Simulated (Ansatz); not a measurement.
A plane-wave DFT run in Ansatz 0.2.0 (scalar-relativistic PAW potentials unless the input names others): input and command.

```yaml
crystal:
  lattice:
    - [2.4558456497, 0.0, 0.0]
    - [-1.2279228248, 2.1268247204, 0.0]
    - [0.0, 0.0, 18.889824403]
  atoms:
    - { symbol: C, position: [0.6666666667, 0.3333333333, 0.9519926274] }
    - { symbol: C, position: [0.6666666667, 0.3333333333, 0.4520452513] }
    - { symbol: C, position: [0.6666666667, 0.3333333333, 0.7792880787] }
    - { symbol: C, position: [0.6666666667, 0.3333333333, 0.2793407026] }
    - { symbol: C, position: [0.0, 0.0, 0.615666665] }
    - { symbol: C, position: [0.3333333333, 0.6666666667, 0.2792880787] }
    - { symbol: C, position: [0.0, 0.0, 0.115666665] }
    - { symbol: C, position: [0.6666666667, 0.3333333333, 0.615666665] }
    - { symbol: C, position: [0.3333333333, 0.6666666667, 0.7793407026] }
    - { symbol: C, position: [0.3333333333, 0.6666666667, 0.115666665] }
    - { symbol: C, position: [0.3333333333, 0.6666666667, 0.4519926274] }
    - { symbol: C, position: [0.3333333333, 0.6666666667, 0.9520452513] }
basis:
  ecutrho_ratio: 12
kpoints:
  mp_grid: { grid: [18, 18, 2] }
hamiltonian:
  xc: pbesol
  dispersion: d3bj
scf:
  occupations: { method: gaussian, width: 0.1 }
output:
  forces: true
  eigenvalues: true
  stress: true
```

```bash
ansatz run input.yaml --threads 2 --pin off --max-ram 5120MiB --backend cpu --events-out ev --progress --plain --runs-dir out
```

Abridged log:
```
Pseudopotentials: kind: paw
Pseudopotential: C, paw, valence charge 4, recommended cutoff 420 eV (normal)
Functional definition: PBEsol
Crystal: 12 atoms, lattice volume = 98.664 Å³
Basis set: ecut = 420 eV, 1881 PW (Γ), exchange–correlation on 60×60×450 points (8 copies of the dense FFT grid, shifted against one another)
Bands: 36, of which v1, the nominal top of the filled ones, is band 24 counted from 1 (23 counted from 0)
Symmetry: 24 space group operations
Space group: P63/mmc (ITA 194), of the structure as read, at distance tolerance 4.6e-5 Å
k-points: 74 of 648
Initial density: superposition of atomic densities (neutral atoms: chi_scale 0, normalization atom), corrected by the library's trained network
Initial wavefunctions: pseudopotential atomic-orbital guess
Functional: x = pbesol(κ = 0.804, μ = 0.12345679), c = pbesol(β = 0.046)
SCF iter   1: F=—  HF=-2961.481491 eV  |F-HF|=—  |Δ(HF+E_count)|=         —  Δρ=4.27e-3  dr2=1.80e-2  ethr=1.77e-3  ⟨swp⟩=7.2  Hψ=12860  notcnv=0  defer=62
SCF iter   2: F=—  HF=-2961.480771 eV  |F-HF|=—  |Δ(HF+E_count)|=   7.20e-4  Δρ=2.29e-3  dr2=7.45e-3  ethr=3.75e-5  ⟨swp⟩=2.4  Hψ=4572  notcnv=0  defer=76
SCF iter   3: F=—  HF=-2961.480791 eV  |F-HF|=—  |Δ(HF+E_count)|=   2.00e-5  Δρ=6.86e-4  dr2=1.75e-3  ethr=1.55e-5  ⟨swp⟩=2.6  Hψ=4061  notcnv=0  defer=76
SCF iter   4: F=—  HF=-2961.480766 eV  |F-HF|=—  |Δ(HF+E_count)|=   2.48e-5  Δρ=3.16e-4  dr2=6.16e-4  ethr=3.65e-6  ⟨swp⟩=2.0  Hψ=3575  notcnv=0  defer=76
SCF iter   5: F=—  HF=-2961.480676 eV  |F-HF|=—  |Δ(HF+E_count)|=   8.98e-5  Δρ=1.33e-4  dr2=1.10e-4  ethr=1.28e-6  ⟨swp⟩=2.2  Hψ=2984  notcnv=0  defer=76
SCF iter   6: F=—  HF=-2961.480663 eV  |F-HF|=—  |Δ(HF+E_count)|=   1.27e-5  Δρ=6.07e-5  dr2=1.65e-5  ethr=2.29e-7  ⟨swp⟩=2.0  Hψ=2590  notcnv=0  defer=76
SCF iter   7: F=—  HF=-2961.480662 eV  |F-HF|=—  |Δ(HF+E_count)|=   7.14e-7  Δρ=3.42e-5  dr2=1.41e-6  ethr=3.45e-8  ⟨swp⟩=2.7  Hψ=3520  notcnv=0  defer=76
SCF iter   8: F=—  HF=-2961.480662 eV  |F-HF|=—  |Δ(HF+E_count)|=   1.85e-7  Δρ=2.42e-5  dr2=5.74e-7  ethr=2.94e-9  ⟨swp⟩=2.0  Hψ=4028  notcnv=0  defer=81
SCF iter   9: F=-2961.480662 eV  HF=-2961.480662 eV  |F-HF|=5.85e-9  |Δ(HF+E_count)|=   1.18e-7  Δρ=4.09e-6  dr2=1.91e-8  ethr=2.08e-10  ⟨swp⟩=11.8  Hψ=15080  notcnv=0
SCF 1 converged in 9 iterations: F = -2961.480662 eV  dr2 = 1.91e-8
SCF converged after 9 iterations
Free energy (F): -2961.480662 eV
Harris-Foulkes:  -2961.480662 eV  (|F-HF|=5.85e-9)
Internal energy: -2961.479287 eV  (E = F + TS)
E sigma→0 (E₀):  -2961.479975 eV
Entropy (-TS):   -0.001375 eV (-0.115 meV/atom)
Fermi energy:    7.692610 eV
  E_disp       = -1.406756  (pairwise vdW)
--- Forces (eV/Å), atoms counted from 1 ---
  atom   1  C      0.00000000     0.00000000     0.01069473
  atom   2  C      0.00000000     0.00000000     0.01132992
  atom   3  C      0.00000000     0.00000000    -0.01132992
  atom   4  C      0.00000000     0.00000000    -0.01069473
  atom   5  C      0.00000000     0.00000000     0.00000000
  atom   6  C      0.00000000     0.00000000    -0.01132992
  atom   7  C      0.00000000     0.00000000     0.00000000
  atom   8  C      0.00000000     0.00000000     0.00000000
  atom   9  C      0.00000000     0.00000000    -0.01069473
  atom  10  C      0.00000000     0.00000000     0.00000000
  atom  11  C      0.00000000     0.00000000     0.01069473
  atom  12  C      0.00000000     0.00000000     0.01132992
--- Stress (GPa, compression-positive) ---
        1.028073       0.000000       0.000000
        0.000000       1.028073       0.000000
        0.000000       0.000000       3.486033
  P = ⅓ Tr σ = 1.8474 GPa (18.474 kbar)
```

Apart from outputs, empty bands and the relaxation, which only the reference makes, the input differs from a reference run on usual settings in basis.ecutrho_ratio: not typed → 12; hamiltonian.xc: "pbe" → "pbesol"; basis.ecutwfc: 420 → not typed. The reference, at the same geometry, ended its own course with pressure 4.84 GPa, largest force 0.000 eV/Å, no gap on the mesh. This run converged in 9 SCF iterations with a total energy on another zero, pressure 1.85 GPa, largest force 0.011 eV/Å, no gap on the mesh.

The run took 9.2 s on 2 threads of Arm Neoverse V1, on a shared host, peak memory 0.6 GiB.